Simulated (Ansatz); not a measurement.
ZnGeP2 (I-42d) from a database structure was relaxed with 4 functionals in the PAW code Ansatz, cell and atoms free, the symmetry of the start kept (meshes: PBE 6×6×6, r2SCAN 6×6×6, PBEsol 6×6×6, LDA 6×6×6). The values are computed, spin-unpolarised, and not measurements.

The r2SCAN result:
```xyz
8
Lattice="-2.7233 2.7233 5.3656 2.7233 -2.7233 5.3656 2.7233 2.7233 -5.3656" Properties=species:S:1:pos:R:3 pbc="T T T"
Zn    0.0000    2.7233    2.6828
Zn    0.0000    0.0000    0.0000
Ge    2.7233    0.0000    2.6828
Ge    0.0000    0.0000    5.3656
P     1.3617   -1.3387    4.0242
P     1.3387    1.3617    6.7070
P     1.3846    1.3617    1.3414
P     1.3617    4.0621   -1.3414
```

Space group I-42d (No. 122), tetragonal; a = 5.447 Å, c = 10.731 Å in the conventional setting, 19.90 Å³ an atom. Around Zn lie 4 P at 2.36 Å; around Ge lie 4 P at 2.33 Å; around P lie 2 Ge at 2.33 Å and 2 Zn at 2.36 Å.

(1) Order the functionals by the relaxed volume, smallest first.
A. r2SCAN
B. PBE
C. PBEsol
D. LDA

(2) How does the cell change with PBEsol?

(3) How does the cell change with LDA?

(4) Held at the r2SCAN cell, what mean stress do LDA and PBE find, and does its sign point to their own minimum?

## Answers

(1) D (19.18 Å³/atom), C (19.69 Å³/atom), A (19.90 Å³/atom), B (20.50 Å³/atom).

(2) a = 5.424 Å, c = 10.709 Å; the volume differs by -1.0 % from r2SCAN's. Zn is surrounded by 4 P at 2.34 Å; Ge is surrounded by 4 P at 2.33 Å; P is surrounded by 2 Ge at 2.33 Å and 2 Zn at 2.34 Å.

(3) a = 5.374 Å, c = 10.625 Å; the volume differs by -3.6 % from r2SCAN's. Zn has 4 P at 2.32 Å; Ge has 4 P at 2.32 Å; P has 2 Ge at 2.32 Å and 2 Zn at 2.32 Å.

(4) Yes. LDA -2.91 GPa, and its relaxed volume is -3.6 % from r2SCAN's; PBE +2.44 GPa, and its relaxed volume is +3.0 % from r2SCAN's. Compression counts positive, so a positive stress asks for a larger cell.
